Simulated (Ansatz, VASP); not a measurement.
# Two plane-wave programs on B

```
B
1.0
     3.57895    0.00000    0.00000
    -1.78947    3.09946    0.00000
     0.00000    0.00000    2.19405
B
3
Direct
  0.00000 0.00000 0.00000
  0.33333 0.66667 0.50000
  0.66667 0.33333 0.50000
```

Alike in both runs: task relaxation of cell and atoms; functional r2SCAN; k mesh 6 × 6 × 8; occupations gaussian, width 0.1 eV; no spin polarisation.

|  | VASP | Ansatz |
| --- | --- | --- |
| version | VASP 6.6.1 | Ansatz 0.2.0 |
| potentials or method | VASP PAW PBE potentials, release 64 (B) | scalar-relativistic, plane waves, PAW |
| plane-wave cutoff (eV) | 600 | 500 |
| valence electrons in the cell | 9 | 9 |

Ansatz gave:

- gap on the k mesh at the Fermi level, each at its own relaxed structure (eV): none
- relaxed volume (Å³/atom): 6.11
- relaxed cell length with the largest relative difference (Å): 1.908
- energy change over the relaxation (meV/atom): -331

What did VASP give for the same quantities?

gap on the k mesh at the Fermi level, each at its own relaxed structure (eV): none; relaxed volume (Å³/atom): 6.03; relaxed cell length with the largest relative difference (Å): 1.983; energy change over the relaxation (meV/atom): -322.

A gap of «none» marks a metal or a gap that the smearing closes.

Caveats: the volume moved by over 15 % at a fixed basis, so the end points are rough (VASP); the PAW data sets were made with another functional, which shifts forces and pressure a little (VASP).
